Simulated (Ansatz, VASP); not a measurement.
# One calculation of Pd, two programs

```
Pd
1.0
     1.90695   -4.64571    0.00000
     1.90695    4.64571    0.00000
     0.00000    0.00000    3.77197
Pd
4
Cartesian
  1.9070 3.3562 0.0000
  1.9070 -1.2895 1.8860
  1.9070 -3.3562 3.7719
  1.9070 1.2895 1.8860
```

Alike in both runs: functional PBE; k mesh 6 × 6 × 4; occupations gaussian, width 0.1 eV; no spin polarisation.

Ansatz relaxed the structure, and its values are those at the end. VASP's run is a single point on that final structure, the one shown.

|  | VASP | Ansatz |
| --- | --- | --- |
| version | VASP 6.6.1 | Ansatz 0.2.0 |
| potentials or method | VASP PAW PBE potentials, release 64 (Pd) | scalar-relativistic, plane waves, PAW |
| plane-wave cutoff (eV) | 520 | 420 |
| valence electrons in the cell | 40 | 72 |

Ansatz gave:

* gap on the k mesh at the Fermi level (eV): none
* pressure (GPa): 0.0

Q: Estimate VASP's values.

A: gap on the k mesh at the Fermi level (eV): none; pressure (GPa): -0.3.

A gap of «none» marks a metal or a gap that the smearing closes. The two sets of potentials don't hold the same shells in valence.

Caveats: the k mesh is coarse (spacing up to 0.42 Å⁻¹), so the values aren't converged.
